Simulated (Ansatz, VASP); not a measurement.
## Two plane-wave programs on MoS2

```
CELL_PARAMETERS angstrom
0.00000 2.99595 2.99595
2.99595 0.00000 2.99595
2.99595 2.99595 0.00000
ATOMIC_POSITIONS crystal
Mo 0.00000 0.00000 0.00000
S 0.25000 0.25000 0.25000
S 0.75000 0.75000 0.75000
```

Alike in both runs: task single point; functional PBE; k mesh 6 × 6 × 6; occupations gaussian, width 0.05 eV; collinear spin; Hubbard terms Mo d U = 5.0 eV, J = 0.7 eV.

```csv
,VASP,Ansatz
version,VASP 6.6.1,Ansatz 0.2.0
potentials or method,"VASP PAW PBE potentials, release 64 (Mo_sv, S)","scalar-relativistic, plane waves, PAW"
plane-wave cutoff (eV),520,420
valence electrons in the cell,26,26
```

Ansatz gave:

```
gap on the k mesh at the Fermi level (eV)                     : none
pressure (GPa)                                                : 2.7
net moment per atom (μB)                                      : 0.67
size of the moment on the site where the two differ most (μB) : 1.70
```

Q: Which values does VASP return?

A: gap on the k mesh at the Fermi level (eV): none; pressure (GPa): 3.9; net moment per atom (μB): 0.66; size of the moment on the site where the two differ most (μB): 1.96.

Site moments also hang on the region over which each program counts them. The programs project onto different local orbitals, so the same U acts differently. A gap of «none» marks a metal or a gap that the smearing closes. Ansatz warned: «filled_band_counts_differ_across_k_points».

The state reached can hang on the start; a lower one may exist.
